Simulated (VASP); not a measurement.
Set up this calculation in VASP 6.6.1, as the native input.

| Item | Value |
| --- | --- |
| Task | relaxation of cell and atoms |
| Functional | PBE |
| Dispersion | TS |
| Potentials or basis | VASP PAW PBE potentials, release 64 (Te) |
| Cutoff | 600 eV |
| k mesh | 9 × 9 × 9 |
| Occupations | fermi-dirac, width 0.05 eV |
| Spin | no spin polarisation |
| Further INCAR settings | ALGO = Normal; EDIFF = 1e-06; IBRION = 2; EDIFFG = -0.01; NSW = 40; ISIF = 3 |

The structure of Te lies in POSCAR:

```
Te
1.0
    2.3059043427      1.3313144930      1.6909537039
   -2.3059043427      1.3313144930      1.6909537039
    0.0000000000     -2.6626289860      1.6909537039
Te
1
Direct
    0.5000000000      0.5000000000      0.5000000000
```

This isn't the form of Te at room conditions, which is trigonal, of chains.

The input as run:

INCAR

```
ALGO = Normal ; EDIFF = 1E-6
EDIFFG = -0.01 ; ENCUT = 600
GGA = PE ; IBRION = 2
ISIF = 3 ; ISMEAR = -1
IVDW = 2 ; LASPH = True
LCHARG = False ; LREAL = False
LWAVE = False ; NELM = 80
NSW = 40 ; PREC = Accurate
SIGMA = 0.05
```

KPOINTS

```
k-points
0
Gamma
  9 9 9
```

Potentials or basis: VASP PAW PBE potentials, release 64 (Te).

Launch:

```sh
$ cat potpaw_PBE.64/Te/POTCAR > POTCAR
$ mpirun -np 1 vasp_std > vasp.out
```

Results of the run:

- Relaxed volume: 32.02 Å³/atom
- Relaxed cell: a = 3.176 Å, b = 3.176 Å, c = 3.176 Å, α = 91.17°, β = 91.17°, γ = 91.17°
- Space group after relaxing (to 0.05 Å): R-3m (No. 166)
- Energy gained by relaxing: 8.3 meV/atom
- Ionic steps: 13
- Pressure after relaxing: 0.0 GPa
- Band gap on the k mesh: none (metal or under the smearing width)
- Dispersion energy per atom: -0.248 eV

Caveat: atom-pairwise D2, TS and ULG terms overbind metals; pairwise dispersion overbinds metals, which lowers pressure and volume.

Run time: 120 s on 1 thread of Intel(R) Xeon(R) Platinum 8375C CPU @ 2.90GHz (Ice Lake) (shared host), peak memory 0.19 GiB.
